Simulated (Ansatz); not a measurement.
Geometry optimisation in Ansatz: input, command and trajectory.

```yaml
crystal:
  lattice:
    - [2.6040669354, 0.0, 0.0]
    - [-1.3020334677, 2.2551881192, 0.0]
    - [0.0, 0.0, 4.1273674609]
  atoms:
    - { symbol: Ru, position: [0.3333333333, 0.6666666667, 0.25] }
    - { symbol: Ru, position: [0.6666666667, 0.3333333333, 0.75] }
basis:
  ecutwfc: 420
kpoints:
  mp_grid: { grid: [18, 18, 10] }
hamiltonian:
  xc: pbesol
scf:
  occupations: { method: gaussian, width: 0.1 }
output:
  forces: true
  stress: true
  eigenvalues: true
relax:
  adjacent_minimum: "off"
  f_tol: 0.01
  max_steps: 30
  cell: { stress_tol: 0.1, fix: [volume] }
```

```bash
ansatz run input.yaml --threads 1 --pin off --max-ram 2560MiB --backend cpu --events-out ev --progress --plain --runs-dir out
```

Theory: Ansatz, DFT PBEsol, scalar-relativistic, plane waves, PAW.

The volume is held at 0.91 times that of the relaxed cell.

Of 4 frames 3 are shown, positions in Å and forces in eV/Å; the SCF threshold varies from step to step. Steps run on the plane waves of an earlier cell, with a Pulay correction in the pressure. The basis is chosen afresh for the last frame, the zero of the energies, and at times for earlier ones too; energy and pressure step there, also at an unchanged geometry.

```xyz
2
Lattice="2.6041 0.0000 0.0000 -1.3020 2.2552 0.0000 0.0000 0.0000 4.1274" Properties=species:S:1:pos:R:3:forces:R:3 pbc="T T T" step=1 free_energy_over_end_meV_per_atom=0.02 pressure_GPa=40.96
Ru    0.0000    1.5035    1.0318    0.0000    0.0000    0.0000
Ru    1.3020    0.7517    3.0955    0.0000    0.0000    0.0000
2
Lattice="2.6026 0.0000 0.0000 -1.3013 2.2539 0.0000 0.0000 0.0000 4.1320" Properties=species:S:1:pos:R:3:forces:R:3 pbc="T T T" step=2 free_energy_over_end_meV_per_atom=0.00 pressure_GPa=40.93
Ru    0.0000    1.5026    1.0330    0.0000    0.0000    0.0000
Ru    1.3013    0.7513    3.0990    0.0000    0.0000    0.0000
2
Lattice="2.6031 0.0000 0.0000 -1.3015 2.2543 0.0000 0.0000 0.0000 4.1305" Properties=species:S:1:pos:R:3:forces:R:3 pbc="T T T" step=4 free_energy_over_end_meV_per_atom=0.00 pressure_GPa=40.94
Ru    0.0000    1.5029    1.0326    0.0000    0.0000    0.0000
Ru    1.3015    0.7514    3.0979    0.0000    0.0000    0.0000
```

Time: 35 s on 1 thread of Arm Neoverse N1, on a shared host, peak memory 0.37 GiB.